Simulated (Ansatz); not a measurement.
## RuO₂ in the rutile structure (space group P4_2/mnm, No. 136)

```xyz
6
Lattice="4.4661 0.0000 0.0000 0.0000 4.4661 0.0000 0.0000 0.0000 3.0919" Properties=species:S:1:pos:R:3 pbc="T T T"
Ru     0.0000     0.0000     0.0000
Ru     2.2331     2.2331     1.5459
O      1.3670     1.3670     0.0000
O      3.6001     0.8661     1.5459
O      0.8661     3.6001     1.5459
O      3.0991     3.0991     0.0000
```

The values are results of PBEsol (Ansatz, a quantum-chemistry and plane-wave program), no spin-orbit coupling, not measurements. Γ-centred 11×11×15 mesh, Fermi–Dirac width 0.05 eV.

```yaml
volume_per_atom: 10.28 Å³
density: 7.17 g/cm³
band_gap: zero
total_energy: -2312.134 eV/atom (σ→0; compares only within this code and set-up)
```

No phonon test of stability was made. No Hubbard U is applied, and correlation can decide whether such a compound is a metal. All final runs are without spin polarisation.
